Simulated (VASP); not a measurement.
# From VASP inputs to Ansatz: Si (diamond)

INCAR

```
LREAL = .FALSE.
ISMEAR = -1
PREC = Accurate
ISIF = 3
GGA = CA
NBANDS = 11
LWAVE = .FALSE.
NELM = 120
ENCUT = 600
SIGMA = 0.02
IBRION = 2
EDIFFG = -5E-3
LASPH = .TRUE.
LCHARG = .FALSE.
NSW = 40
EDIFF = 1E-7
```

KPOINTS

```
KPOINTS created by Atomic Simulation Environment
0
Gamma
8 8 8
0 0 0
```

POSCAR

```
Si
 1.0000000000000000
     0.0000000000000000    2.7351466448759321    2.7351466448759321
     2.7351466448759316    0.0000000000000000    2.7351466448759321
     2.7351466448759316    2.7351466448759321    0.0000000000000000
 Si
   2
Cartesian
 -0.0000000000000000  0.0000000000000000 -0.0000000000000000
  1.3675733224379658  1.3675733224379660  1.3675733224379660
```

VASP ran with the recommended LDA PAW datasets (8 valence electrons in the cell).

Q: Write an Ansatz input for this cell and level of theory.

A: 

```yaml
crystal:
  lattice:
    - [0.0, 2.7351466449, 2.7351466449]
    - [2.7351466449, 0.0, 2.7351466449]
    - [2.7351466449, 2.7351466449, 0.0]
  atoms:
    - { symbol: Si, position: [0.0, 0.0, 0.0] }
    - { symbol: Si, position: [0.25, 0.25, 0.25] }
kpoints:
  mp_grid: { grid: [8, 8, 8] }
hamiltonian:
  xc: lda
scf:
  occupations: { method: fermi_dirac, width: 0.02 }
relax:
  f_tol: 0.005
  cell: {}
```

Other inputs would serve too.

```json
{"": "relaxed cell vector lengths", "VASP": "3.821, 3.821, 3.821 Å", "Ansatz": "3.820, 3.820, 3.820 Å"}
{"": "relaxed cell volume", "VASP": "39.44 Å³", "Ansatz": "39.42 Å³"}
```

Datasets and cutoffs are each program's own. VASP's cell holds 8 valence electrons and Ansatz's 8. LDA means the Perdew–Zunger form with relativistic exchange in VASP and the Perdew–Wang form in Ansatz.
